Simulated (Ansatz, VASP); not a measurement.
One calculation of PtS2, two programs

```
Pt S
1.0
     3.58983    0.00000    0.00000
    -1.79491    3.10888    0.00000
     0.00000    0.00000    5.10511
Pt S
1 2
Direct
  0.00000 0.00000 0.00000
  0.66667 0.33333 0.77300
  0.33333 0.66667 0.22700
```

Change from the starting cell: volume scaled by 1.04.

Alike in both runs: task single point; functional PBE; k mesh 9 × 9 × 5; occupations fermi-dirac, width 0.05 eV; no spin polarisation.

|  | VASP | Ansatz |
| --- | --- | --- |
| version | VASP 6.6.1 | Ansatz 0.2.0 |
| potentials or method | VASP PAW PBE potentials, release 64 (Pt, S) | Ansatz PAW |
| plane-wave cutoff (eV) | 520 | 420 |
| valence electrons in the cell | 22 | 30 |

|  | VASP | Ansatz | Ansatz less VASP |
| --- | --- | --- | --- |
| gap on the k mesh at the Fermi level (eV) | 0.98 | 0.97 | -0.009 |
| least direct gap on the mesh (eV) | 1.03 | 1.03 | -0.007 |
| pressure (GPa) | 4.8 | 5.2 | +0.46 |
| largest component of the traceless stress (GPa) | 0.87 | 0.71 | -0.162 |
| rms of the force components (eV/Å) | 0.302 | 0.321 | +0.0185 |

Atom by atom the forces differ by 0.018 eV/Å (rms over components). With one functional, cell and mesh, what is left measures potentials, basis and numerics. The two sets of potentials don't hold the same shells in valence.

Caveats: spin-orbit coupling is left out, which moves the levels of the heavy elements; an odd mesh through Γ misses points on the zone boundary, where band edges often lie (VASP); odd divisions of the mesh miss points on the zone boundary, where band edges often lie, so the gap on the mesh can be too wide (Ansatz).
